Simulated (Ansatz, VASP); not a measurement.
KI: VASP beside Ansatz

```
K I
1.0
     0.00000    3.52455    3.52455
     3.52455    0.00000    3.52455
     3.52455    3.52455    0.00000
K I
1 1
Direct
  0.97743 0.02257 0.00000
  0.50000 0.50000 0.50000
```

Change from the starting cell: all K atoms moved +0.113 Å, as atom 1 along Cartesian [1 -1 0].

Alike in both runs: task single point; functional PBE; k mesh 6 × 6 × 6; occupations gaussian, width 0.05 eV; no spin polarisation.

```csv
,VASP,Ansatz
version,VASP 6.6.1,Ansatz 0.2.0
potentials or method,"VASP PAW PBE potentials, release 64 (K_sv, I)","scalar-relativistic, plane waves, PAW"
plane-wave cutoff (eV),520,420
valence electrons in the cell,16,26
```

```csv
,VASP,Ansatz,Ansatz less VASP
gap on the k mesh at the Fermi level (eV),3.98,3.99,+0.004
least direct gap on the mesh (eV),3.98,3.99,+0.004
pressure (GPa),0.8,0.7,-0.04
largest component of the traceless stress (GPa),0.07,0.07,-0.001
rms of the force components (eV/Å),0.074,0.073,-0.0007
```

Atom by atom the forces differ by 0.001 eV/Å (rms over components). The two sets of potentials don't hold the same shells in valence.

Caveats: spin-orbit coupling is left out, which moves the levels of the heavy elements.
